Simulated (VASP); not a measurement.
The system is ZnO (zincite).

```xyz
4
Lattice="3.2493 0.0000 0.0000 -1.6247 2.8140 0.0000 0.0000 0.0000 5.2057" Properties=species:S:1:pos:R:3 pbc="T T T"
Zn    1.6247    0.9380    0.0000
Zn    0.0000    1.8760    2.6029
O     0.0000    1.8760    4.5759
O     1.6247    0.9380    1.9730
```

Base run:

| Property | Result |
| --- | --- |
| Program | VASP 6.6.1 |
| Functional | TB-mBJ |
| Potentials or basis | VASP PAW PBE potentials, release 64 (Zn, O) |
| Cutoff | 520 eV |
| k mesh | 10 × 10 × 6 |
| Occupations | gaussian, width 0.02 eV |
| Spin | no spin polarisation |

Its results: band gap on the k mesh 2.58 eV, direct.

Question: The run is repeated on the same cell with these changes: functional from TB-mBJ to r2SCAN. What comes out?

Answer: Band gap on the k mesh 1.23 eV, direct.
